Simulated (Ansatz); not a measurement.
**A strain series on In2O3 (R-3c): isotropic on every length**

In2O3 (R-3c) from a database structure, relaxed with r2SCAN in the plane-wave code Ansatz, then strained (isotropic on every length; changes of length per length, axes as in the cell below) with the atoms relaxed again within the symmetry that is left. It is trigonal, R-3c (No. 167); a = 5.508 Å, c = 14.560 Å in the conventional setting, 12.75 Å³ an atom. In has 6 O at 2.13–2.26 Å; O has 4 In at 2.13–2.26 Å. The values are computed, spin-unpolarised, and not measurements.

```
CELL_PARAMETERS angstrom
2.75390 1.58997 4.85346
-2.75390 1.58997 4.85346
0.00000 -3.17994 4.85346
ATOMIC_POSITIONS crystal
In 0.64292 0.64292 0.64292
In 0.85708 0.85708 0.85708
In 0.35708 0.35708 0.35708
In 0.14292 0.14292 0.14292
O 0.04659 0.75000 0.45341
O 0.75000 0.45341 0.04659
O 0.45341 0.04659 0.75000
O 0.95341 0.25000 0.54659
O 0.54659 0.95341 0.25000
O 0.25000 0.54659 0.95341
```

Gaps are the least over each mesh (PBE 6×6×6, r2SCAN 6×6×6, HSE06 4×4×4 when unstrained) and the special points, which keep their unstrained names; stress is the change from the unstrained cell, compression positive.

```tsv
strain (%)	gap, PBE (eV)	gap, r2SCAN (eV)	gap, HSE06 (eV)	edges, HSE06	mean stress, r2SCAN (GPa)	energy rise, r2SCAN (meV/atom)
-3.0	1.794	2.379	3.346	Γ	+20.18	64.6
-2.0	1.620	2.199	3.145	Γ	+12.49	27.7
-1.0	1.425	2.011	2.943	Γ	+5.80	6.7
0.0	1.221	1.798	2.729	(0, 0.193, -0.198) → Γ	0.00	0.0
+1.0	1.022	1.591	2.504	Γ–S₀ (0.52) → Γ	-5.00	6.2
+2.0	0.828	1.388	2.283	Γ–S₀ (0.52) → Γ	-9.30	23.9
+3.0	0.642	1.192	2.068	Γ–S₀ (0.51) → Γ	-12.98	51.9
```

Between zero and the nearest strains the slope of the HSE06 gap against strain is -0.213 eV per percent for negative and -0.225 for positive strain.

Spin-orbit coupling is left out.

Where an edge lies off the special points, it is a point of the mesh or the k point where a search put PBE's edge or least direct gap, reused for the other functionals, whose own edges may lie a little apart.

The meshes of the hybrids are coarse, so their gaps aren't converged to the digits shown.
